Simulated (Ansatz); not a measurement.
Write the native input for Ansatz 0.2.0 that does the following.

```yaml
Task: single point
Functional: PBE
Potentials_or_basis: Ansatz PAW
Cutoff: "420 eV (not typed: the program's choice for these potentials)"
k_mesh: 6 × 6 × 6
Occupations: gaussian, width 0.013 eV
Spin: no spin polarisation
```

The system is SnO2.

```
CELL_PARAMETERS angstrom
-3.24890 3.41447 3.41402
3.24890 -3.41447 3.41402
3.24890 3.41447 -3.41402
ATOMIC_POSITIONS crystal
Sn 0.50000 0.00000 0.00000
Sn 0.50000 0.50000 0.50000
Sn 0.00360 0.75360 0.25000
Sn 0.99640 0.24640 0.75000
O 0.80650 0.80377 0.49728
O 0.80650 0.30922 0.00272
O 0.30244 0.24594 0.05649
O 0.68944 0.24594 0.44350
O 0.31056 0.75406 0.55649
O 0.19350 0.69078 0.99728
O 0.69756 0.75406 0.94351
O 0.19350 0.19623 0.50272
```

The cell is a database's computed one.

One way to write it, as run:

input.yaml

```yaml
crystal:
  lattice:
    - [-3.248897, 3.41447, 3.414021]
    - [3.248897, -3.41447, 3.414021]
    - [3.248897, 3.41447, -3.414021]
  atoms:
    - { symbol: Sn, position: [0.5, 0.0, 0.0] }
    - { symbol: Sn, position: [0.5, 0.5, 0.5] }
    - { symbol: Sn, position: [0.003599, 0.753599, 0.25] }
    - { symbol: Sn, position: [0.996401, 0.246401, 0.75] }
    - { symbol: O, position: [0.806496, 0.803774, 0.497278] }
    - { symbol: O, position: [0.806496, 0.309218, 0.002722] }
    - { symbol: O, position: [0.302435, 0.24594, 0.056495] }
    - { symbol: O, position: [0.689445, 0.24594, 0.443505] }
    - { symbol: O, position: [0.310555, 0.75406, 0.556495] }
    - { symbol: O, position: [0.193504, 0.690782, 0.997278] }
    - { symbol: O, position: [0.697565, 0.75406, 0.943505] }
    - { symbol: O, position: [0.193504, 0.196226, 0.502722] }
hamiltonian:
  xc: pbe
  pseudopotentials: { kind: paw }
kpoints:
  mp_grid: { grid: [6, 6, 6] }
scf:
  occupations: { method: gaussian, width: 0.013 }
output:
  forces: true
  stress: true
  eigenvalues: true
```

Potentials or basis: Ansatz PAW.

The run is started by

```console
$ ansatz run input.yaml --threads 4 --pin off --max-ram 11264MiB --backend cpu --events-out ev --progress --plain --runs-dir out
```

Results of the run:

```
Pressure               : -0.8 GPa
Largest force          : 0.059 eV/Å
Band gap on the k mesh : 0.63 eV
```

Caveat: the pressure holds a Pulay correction of +0.8 GPa for the finite cutoff; spin-orbit coupling is left out, which moves the levels of the heavy elements.

Wall time 8.3 s on 4 threads of Arm Neoverse V1, with other jobs on the host, peak memory 0.73 GiB.
